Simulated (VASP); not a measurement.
Output of a VASP run:

OSZICAR:
```
       N       E                     dE             d eps       ncg     rms          rms(c)
DAV:   1     0.920553315808E+02    0.92055E+02   -0.61850E+03   240   0.110E+03
DAV:   2     0.148594576379E+01   -0.90569E+02   -0.85569E+02   344   0.166E+02
DAV:   3    -0.547779527124E+01   -0.69637E+01   -0.69528E+01   316   0.533E+01
DAV:   4    -0.556655744896E+01   -0.88762E-01   -0.88750E-01   272   0.758E+00
DAV:   5    -0.556785709941E+01   -0.12997E-02   -0.12996E-02   316   0.949E-01    0.160E+00
DAV:   6    -0.544878649464E+01    0.11907E+00   -0.16077E-01   264   0.192E+00    0.122E+00
DAV:   7    -0.542409917855E+01    0.24687E-01   -0.13819E-01   272   0.183E+00    0.593E-01
DAV:   8    -0.542747051846E+01   -0.33713E-02   -0.96193E-03   268   0.642E-01    0.848E-02
DAV:   9    -0.542785030347E+01   -0.37979E-03   -0.86880E-04   268   0.202E-01    0.752E-02
DAV:  10    -0.542794350975E+01   -0.93206E-04   -0.13211E-04   284   0.809E-02    0.133E-02
DAV:  11    -0.542794143494E+01    0.20748E-05   -0.37078E-05   264   0.314E-02    0.544E-03
DAV:  12    -0.542794187979E+01   -0.44485E-06   -0.37380E-06   276   0.140E-02
   1 F= -.59070961E+01 E0= -.59070961E+01  d E =-.590710E+01
```

**OUTCAR**
```
------------------------ aborting loop because EDIFF is reached ----------------------------------------
 Edisp (eV)   -0.47915
  FORCE on cell =-STRESS in cart. coord.  units (eV):
  Direction    XX          YY          ZZ          XY          YZ          ZX
  --------------------------------------------------------------------------------------
  Total      -0.01833    -0.01833    -0.01833     0.00000     0.00000    -0.00000
  in kB      -0.30769    -0.30769    -0.30769     0.00000     0.00000    -0.00000
  external pressure =       -0.31 kB  Pullay stress =        0.00 kB
  volume of cell :       95.44
      direct lattice vectors                 reciprocal lattice vectors
     4.570000000  0.000000000  0.000000000     0.218818381  0.000000000  0.000000000
     0.000000000  4.570000000  0.000000000     0.000000000  0.218818381  0.000000000
     0.000000000  0.000000000  4.570000000     0.000000000  0.000000000  0.218818381
 POSITION                                       TOTAL-FORCE (eV/Angst)
 -----------------------------------------------------------------------------------
      0.00000      0.00000      0.00000         0.000000      0.000000      0.000000
      2.28500      2.28500      2.28500         0.000000      0.000000      0.000000
 -----------------------------------------------------------------------------------
    total drift:                               -0.000000      0.000000      0.000000
  FREE ENERGIE OF THE ION-ELECTRON SYSTEM (eV)
  ---------------------------------------------------
  free  energy   TOTEN  =        -5.9070961250 eV

  energy  without entropy=       -5.9070961250  energy(sigma->0) =       -5.90709612

 reached required accuracy - stopping structural energy minimisation
```
(Selected blocks of OUTCAR.)

**POSCAR**
```
CsI
1
    4.5700000000     0.0000000000     0.0000000000
    0.0000000000     4.5700000000     0.0000000000
    0.0000000000     0.0000000000     4.5700000000
Cs I
1 1
Direct
  0.0000000000   0.0000000000   0.0000000000
  0.5000000000   0.5000000000   0.5000000000
```

Q: Reconstruct the remaining input files.

A: This is not unique; one that fits is the input of the run itself, PBE GGA with D3 dispersion (Becke-Johnson damping), plane waves, VASP's PBE PAW potentials (set 64).

KPOINTS:
```
kpoints
0
G
5 5 5
```

INCAR:
```
! general
SYSTEM  = CsI
PREC    = Accurate
ENCUT   = 520   ! plane-wave cut-off (eV)
LREAL   = .False.
LASPH   = .True.   ! aspherical one-centre terms

! electronic loop
EDIFF   = 1E-6
NELM    = 100   ! most electronic steps
ALGO    = Normal
LMAXMIX = 4   ! l cut-off of mixed one-centre charges

! smearing
ISMEAR  = 0   ! Gaussian
SIGMA   = 0.05   ! width (eV)

! functional
GGA     = PE
IVDW    = 12   ! D3, Becke-Johnson

! ions
IBRION  = 2   ! conjugate gradients
NSW     = 60   ! most ionic steps
ISIF    = 3   ! ions, shape and volume
EDIFFG  = -0.01   ! ionic stop

! output
LWAVE   = .False.
LCHARG  = .False.
```

POTCAR, in this order: Cs_sv I (PBE.64 set). Program: vasp_std.

The compound is CsI in the CsCl type structure. The cell was not relaxed at this level.
